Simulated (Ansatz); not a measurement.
A nudged elastic band was laid between two geometries of a periodic cell of 41 atoms, Al$_{16}$HO$_{24}$ (host Al2O3, host structure C2/m, interstitial H).

Level of theory: Ansatz 0.2.0, DFT PBE, scalar-relativistic, plane waves, PAW. Settings: PAW set soft_1, cutoff 420 eV, k mesh 1x3x3, fermi-dirac smearing 0.05 eV, spin collinear.

```yaml
movable_images: 3
climbing_image: yes
spring: 5.0 eV/Å²
optimiser: lbfgs
start_path: straight line
force_threshold: 0.05 eV/Å
iteration_limit: 71
end_points: relaxed
```

Initial state:

```xyz
41
Lattice="-11.7928 0.0000 0.0000 0.0000 -5.8150 0.0000 -1.3644 0.0000 5.4469" Properties=species:S:1:pos:R:3
Al -7.253 -1.414 1.072
Al -5.901 -1.452 4.306
Al -10.384 -1.476 1.732
Al -2.813 -1.460 3.689
O -9.009 -1.474 4.796
O -4.101 -1.458 0.561
O -12.767 -1.462 4.021
O -0.417 -1.455 1.372
O -4.621 -1.456 3.050
O -8.546 -1.471 2.346
Al -1.359 0.001 1.074
Al -11.850 0.001 4.273
Al -4.435 0.001 1.693
Al -8.684 0.001 3.690
O -3.134 0.001 4.819
O -10.107 0.001 0.559
O -6.851 0.001 4.020
O -6.234 0.001 1.387
O -10.538 0.001 3.055
O -2.625 0.001 2.342
Al -7.253 -4.399 1.072
Al -5.902 -4.361 4.306
Al -10.384 -4.337 1.732
Al -2.813 -4.353 3.689
O -9.009 -4.339 4.796
O -4.101 -4.355 0.561
O -12.767 -4.352 4.021
O -0.417 -4.358 1.372
O -4.621 -4.357 3.050
O -8.546 -4.343 2.347
Al -1.372 -2.907 1.085
Al -11.819 -2.907 4.321
Al -4.484 -2.907 1.689
Al -8.668 -2.906 3.676
O -3.138 -2.907 4.827
O -10.036 -2.907 0.575
O -6.836 -2.907 4.012
O -6.323 -2.907 1.352
O -10.548 -2.907 3.058
O -2.640 -2.907 2.344
H -9.900 0.001 6.102
```

Final state:

```xyz
41
Lattice="-11.7928 0.0000 0.0000 0.0000 -5.8150 0.0000 -1.3644 0.0000 5.4469" Properties=species:S:1:pos:R:3
Al -7.235 -1.455 1.129
Al -5.889 -1.455 4.362
Al -10.382 -1.455 1.772
Al -2.778 -1.455 3.760
O -9.016 -1.455 4.874
O -4.123 -1.455 0.621
O -12.732 -1.455 4.097
O -0.422 -1.455 1.436
O -4.621 -1.455 3.104
O -8.506 -1.455 2.392
Al -1.359 -0.001 1.144
Al -11.801 0.037 4.376
Al -4.448 -0.009 1.759
Al -8.669 -0.024 3.720
O -3.161 -0.006 4.890
O -10.040 -0.021 0.651
O -6.843 -0.003 4.076
O -6.286 -0.010 1.429
O -10.508 -0.018 3.104
O -2.640 -0.005 2.399
Al -7.205 -4.363 1.178
Al -5.901 -4.363 4.373
Al -10.367 -4.363 1.760
Al -2.827 -4.363 3.757
O -8.944 -4.363 4.890
O -4.127 -4.363 0.630
O -12.819 -4.363 4.063
O -0.409 -4.363 1.429
O -4.635 -4.363 3.107
O -8.516 -4.362 2.395
Al -1.358 -2.909 1.144
Al -11.802 -2.947 4.376
Al -4.448 -2.902 1.759
Al -8.669 -2.886 3.720
O -3.161 -2.904 4.890
O -10.042 -2.889 0.651
O -6.844 -2.907 4.076
O -6.286 -2.900 1.429
O -10.508 -2.891 3.103
O -2.640 -2.906 2.399
H -10.517 1.450 4.785
```

(1) Which bonds break or form, and what moves?

(2) What energy profile does the band end with?

(3) What is the geometry of the highest image?

The band took 11 iterations and of the order of 60 core-minutes.

Answers

(1) The atom that moves furthest is H41, by 2.05 Å; four of its nearest neighbours are O16 1.57, Al21 1.95, Al1 1.96, O25 2.16 Å at the first end and O25 1.58, Al12 1.95, Al32 1.96, O16 2.16 Å at the last.

(2) It converged. The highest image is number 2 of 0 to 4, 0.60 eV above the ends, which have the same energy within 2 meV. By the program's own check the climbing image is of a kind that is not told: the force calls were inconclusive, a negative curvature could not be distinguished from the path's own, the only one lies far off the path, or fixed occupations may fill a level only in part (lowest curvatures found: -2.54 and 1.98 eV/Å²). Limits of this set-up: coarse k mesh, a small cell, in which the defect meets its images.

```
image  path coordinate (Å)  energy (eV)
    0                 0.00         0.00
    1                 0.55         0.29
    2                 1.11         0.60
    3                 1.68         0.29
    4                 2.23         0.00
```

(3) 
```xyz
41
Lattice="-11.7928 0.0000 0.0000 0.0000 -5.8150 0.0000 -1.3644 0.0000 5.4469" Properties=species:S:1:pos:R:3
Al -7.232 -1.441 1.086
Al -5.864 -1.435 4.334
Al -10.414 -1.504 1.782
Al -2.795 -1.459 3.720
O -9.006 -1.435 4.827
O -4.109 -1.449 0.595
O -12.756 -1.469 4.056
O -0.451 -1.494 1.444
O -4.607 -1.442 3.069
O -8.538 -1.440 2.331
Al -1.343 -0.015 1.120
Al -11.828 -0.004 4.357
Al -4.450 0.006 1.725
Al -8.655 0.012 3.684
O -3.131 -0.010 4.863
O -10.261 -0.068 0.661
O -6.824 -0.005 4.017
O -6.285 0.003 1.386
O -10.520 -0.001 3.120
O -2.630 0.002 2.373
Al -7.224 -4.357 1.092
Al -5.918 -4.347 4.329
Al -10.398 -4.373 1.765
Al -2.810 -4.367 3.724
O -8.792 -4.293 4.789
O -4.129 -4.352 0.586
O -12.768 -4.365 4.063
O -0.436 -4.357 1.432
O -4.630 -4.363 3.076
O -8.533 -4.361 2.329
Al -1.396 -2.926 1.115
Al -11.821 -2.920 4.363
Al -4.465 -2.902 1.729
Al -8.639 -2.857 3.667
O -3.152 -2.913 4.854
O -10.047 -2.927 0.622
O -6.810 -2.868 4.005
O -6.297 -2.893 1.393
O -10.516 -2.922 3.118
O -2.654 -2.919 2.380
H -10.209 0.725 5.447
```

Time of the run: 19 min on 4 threads of Arm Neoverse V2, with other jobs on the host, peak memory 2.7 GiB.
